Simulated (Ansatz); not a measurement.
**Polymorphs of NaH4**

Method: Ansatz 0.2.0, DFT PBE, scalar-relativistic, plane waves, PAW. Settings: cutoff 420 eV, Γ-centred meshes spaced at most about 0.3 Å⁻¹, and about 0.25 Å⁻¹ or finer for metals (2π included), Gaussian smearing. No spin polarisation.

Formation energies are uncorrected and refer to the elements' standard structures at the same level (H₂ as a molecule).

Temperature and zero-point effects are left out. Larger cells and other orderings weren't all tried, so the list isn't exhaustive. No dispersion correction is applied, so the spacing and binding between layers, chains or molecules are poorly described (P6/mmm, I4/mmm), and this can change margins and order among such cells. With hydrogen, zero-point motion can shift formation energies by some tens of meV/atom.

Invented guesses were relaxed alike, and ends that match in structure were merged. ΔE counts from the first row. Coordination counts H atoms around Na (those within 1.25 times the shortest such distance or 1.15 times the sum of covalent radii; a plus sign parts nearer from farther groups; the shortest distance is added where it is long for a bond). The ends were matched against large subsets of the Crystallography Open Database and the Materials Project, so a missing match doesn't prove that a structure is unreported.

```tsv
#	reached from	type and space group	atoms	Å³/atom	coordination	ΔE (meV/atom)	gap on mesh (eV)	in databases
1	ordered vacancies on the cation sites of aluminium diboride	P6/mmm (No. 191)	5	18.9	Na 12+12 from 3.6 Å	0	0.00	no match
2	CaGa4 type (C2/m), changed on relaxing	I4/mmm (No. 139)	5	12.8	Na 8+8	56	0.00	no match
3	random cell	Cmmm (No. 65)	5	9.3	Na 4+8	290	0.00	no match
```

The lowest: Space group P6/mmm (No. 191), hexagonal, a = 4.219 Å, c = 6.132 Å. Na has 12 H at 3.63 Å (long contacts); H is surrounded by 1 H at 0.76 Å, 3 H at 2.44 Å, 3 H at 2.55 Å and 3 Na at 3.63 Å. Its energy over the elements is +0.09 eV/atom. The separate elements lie lower, so it is unstable against them. An observed structure of this formula, if there is one, may be missing.

Space group P6/mmm (No. 191). a = 4.219 Å, b = 4.219 Å, c = 6.132 Å, α = 90.00°, β = 90.00°, γ = 120.00°
```tsv
atom	site	symmetry	x	y	z
Na	1a	6/mmm	0.0000	0.0000	0.0000
H	4h	3m.	0.3333	0.6667	0.4383
```

The second: Space group I4/mmm (No. 139), tetragonal, a = 5.273 Å, c = 4.618 Å. Na has 8 H at 2.67 Å and 8 H at 3.22 Å; H has 1 H at 0.79 Å, 4 H at 2.38 Å and 2 Na at 2.67 Å. Counting H atoms around Na, the first has Na 12+12 from 3.6 Å and the second has Na 8+8. The first and the second both hold H–H pairs as short as in free H₂ molecules. Cells relaxed within their symmetry can be saddle points.

Space group I4/mmm (No. 139). a = 5.273 Å, b = 5.273 Å, c = 4.618 Å, α = 90.00°, β = 90.00°, γ = 90.00°
```tsv
atom	site	symmetry	x	y	z
Na	2a	4/mmm	0.0000	0.0000	0.0000
H	8j	m2m.	0.0748	0.5000	0.0000
```

Some structure types and database cells were kept out of the candidates from the start, so a known form may be missing.
